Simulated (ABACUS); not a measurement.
LiF (Griceite):

```
F Li
1.0
     0.00000    2.01400    2.01400
     2.01400    0.00000    2.01400
     2.01400    2.01400    0.00000
F Li
1 1
Direct
  0.50000 0.50000 0.50000
  0.00000 0.00000 0.00000
```

Base run:

```yaml
Program: ABACUS 3.10.1
Functional: WC
Potentials_or_basis: GBRV ultrasoft 1.5 PBE
Cutoff: 544 eV
Density_cutoff: 4354 eV
Basis: plane waves
k_mesh: 9 × 9 × 9
Occupations: fermi-dirac, width 0.05 eV
Spin: no spin polarisation
```

Its results: band gap on the k mesh 8.87 eV, direct; pressure -1.0 GPa.

Question: The run is repeated on the same cell with these changes: functional from WC to BLYP. What comes out?

Answer: Band gap on the k mesh 9.24 eV, direct; pressure 2.5 GPa.

BLYP binds less tightly than WC, so the same cell stands under more pressure.

Caveats: the potentials were made for another functional, which shifts forces and pressure; an odd mesh through Γ misses points on the zone boundary, where band edges often lie.
